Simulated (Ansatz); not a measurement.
The system is MnSb.

```
Sb Mn
1.0
     4.15000    0.00000    0.00000
    -2.07500    3.59401    0.00000
     0.00000    0.00000    5.78000
Sb Mn
2 2
Direct
  0.66667 0.33333 0.75000
  0.33333 0.66667 0.25000
  0.00000 0.00000 0.50000
  0.00000 0.00000 0.00000
```

Base run:

```yaml
Program: Ansatz 0.2.0
Functional: PBEsol
Potentials_or_basis: Ansatz PAW
Cutoff: "420 eV (not typed: the program's choice for these potentials)"
k_mesh: 6 × 6 × 4
Occupations: fermi-dirac, width 0.05 eV
Spin: collinear spin, ferromagnetic start
Starting_moments: "[0.0, 0.0, 6.0, 6.0] μB"
Fixed_moment: 12 μB
```

Its results: pressure 16.6 GPa; site moments Sb +0.53; Mn +4.53 μB.

After a change of settings the same cell gave: pressure -2.0 GPa; site moments Sb -0.02; Mn +3.81 μB. Which change was it?
A. fixed moment from 12 μB to 6 μB; moments at the start from [0.0, 0.0, 6.0, 6.0] to [0.0, 0.0, 3.0, 3.0]
B. fixed moment from 12 μB to 16 μB; moments at the start from [0.0, 0.0, 6.0, 6.0] to [0.0, 0.0, 8.0, 8.0]
C. fixed moment from 12 μB to 8 μB; moments at the start from [0.0, 0.0, 6.0, 6.0] to [0.0, 0.0, 4.0, 4.0]
D. fixed moment from 12 μB to 2 μB; moments at the start from [0.0, 0.0, 6.0, 6.0] to [0.0, 0.0, 1.0, 1.0]

C.

Caveats: the total moment is fixed, so each spin has its own Fermi level; only a ferromagnetic start was run, and an antiferromagnetic order may lie lower in energy; the PAW data sets come from PBE, with cores solved anew for the run's functional, which leaves a small shift of forces and pressure; the thresholds are loose for stress.
